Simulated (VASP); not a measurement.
A run of VASP 6.6.1 is set up as follows.

File INCAR:

```
SYSTEM = Si
PREC     = Accurate       ! precision mode
ENCUT    = 600            ! plane-wave cutoff, eV
EDIFF    = 1E-6           ! SCF threshold, eV
ISMEAR   = 0              ! smearing method
SIGMA    = 0.03           ! smearing width, eV
LREAL    = .FALSE.        ! projectors in reciprocal space
LASPH    = .TRUE.         ! aspherical terms in the spheres
NELM     = 80             ! most SCF steps
ALGO     = Normal         ! electronic algorithm
ISIF     = 3              ! what is computed and relaxed
LWAVE    = .FALSE.        ! write WAVECAR
LCHARG   = .FALSE.        ! write CHGCAR
GGA      = AM             ! functional
IBRION   = 2              ! ionic algorithm
NSW      = 90             ! ionic steps
EDIFFG   = -0.01          ! ionic threshold
```

Contents of KPOINTS:

```
regular mesh
0
G
  10 10 10
  0 0 0
```

File POSCAR:

```
Si
1.0
    0.0000000000      2.7135600000      2.7135600000
    2.7135600000      0.0000000000      2.7135600000
    2.7135600000      2.7135600000      0.0000000000
Si
2
Direct
    0.7500000000      0.7500000000      0.7500000000
    0.5000000000      0.5000000000      0.5000000000
```

Potentials or basis: VASP PAW PBE potentials, release 64 (Si).

The run is started by

```bash
$ cat potpaw_PBE.64/Si/POTCAR > POTCAR
$ mpirun -np 1 vasp_std > vasp.out
```

Estimate the relaxed cell.

a = 3.844 Å, b = 3.844 Å, c = 3.844 Å, α = 60.00°, β = 60.00°, γ = 60.00°.

Estimate the band gap on the k mesh.

0.51 eV, indirect (least direct gap 2.50 eV).

Estimate the relaxed volume.

20.09 Å³/atom.

Predict the space group after relaxing (to 0.05 Å).

Fd-3m (No. 227).

The path:
| step | energy change (eV) | largest force (eV/Å) | pressure (GPa) | volume (Å³) |
| --- | --- | --- | --- | --- |
| 1 | 0.0000 | 0.0000 | 0.51 | 39.96 |
| 2 | -0.0002 | 0.0000 | -0.35 | 40.33 |
| 3 | -0.0003 | 0.0000 | 0.00 | 40.18 |

Caveat: the PAW data sets were made with another functional, which shifts forces and pressure a little. A k mesh can miss the band edges.
